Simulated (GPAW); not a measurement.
Entries from a set of simulations; values are calculated unless marked as measured.

**CaO (Fm-3m): G0W0 with GPAW, start to end**

The structure is cubic, space group Fm-3m (No. 225). Conventional cell: a = 4.807 Å, b = 4.807 Å, c = 4.807 Å, α = 90.00°, β = 90.00°, γ = 90.00°. Nearest to Ca lie 6 O at 2.40 Å. Nearest to O lie 6 Ca at 2.40 Å. Farther neighbours and most contacts between anions are not listed.

```xyz
2
Lattice="0.0000 2.4036 2.4036 2.4036 0.0000 2.4036 2.4036 2.4036 0.0000" Properties=species:S:1:pos:R:3 pbc="T T T"
Ca    0.0000    0.0000    0.0000
O     2.4036    2.4036    2.4036
```

```
method               : DFT, PBE, plane waves, PAW (and 1 further level or step)
program              : GPAW 26.7.0
settings of one run  : cutoff 600 eV, GPAW PAW setups 1.2.1 data release, 6×6×6 k-mesh, nbands 155
cost                 : 4 runs, 89 s in all on 4 MPI ranks of Intel Xeon 6975P-C (Granite Rapids), shared host (the runs of this entry)
notes                : The cell and positions are those that the Materials Project relaxed with its own functionals (PBE, PBE+U or r2SCAN), kept fixed. Bands and cutoff are finite, so the gap is not at the basis limit. The miss can reach some tenths of an eV and take either sign; the mesh is an error of its own.
PBE gap              : 3.69 eV, indirect
G0W0 gap on the mesh : 6.15 eV
GW settings          : 6×6×6 mesh, 145 bands, screening to 175 eV, Godby-Needs plasmon pole
known limits         : not at the basis limit
```

G0W0 moves the gap on the mesh from 3.69 eV to 6.15 eV (+2.46 eV), with Z of 0.79 and 0.85 at the edges. Only 2 of the mesh's irreducible points were corrected, so a valley elsewhere could overtake.

[Paths, hosts, dates, memory and timing lines, banners, echoed tables and standing remarks are left out of the program output.]

[Logs are printed without paths, hosts, clocks, repeated set-up lines and the standing remarks that a program may print on its own settings, such as how far it seeks lower states.]

[Runs of the session that timed out or met a known fault of the program may be left out.]

[Hosts, paths, dates, database ids (printed as entryN), source tags and the programs' standing remarks are cut or masked in the printed files.]
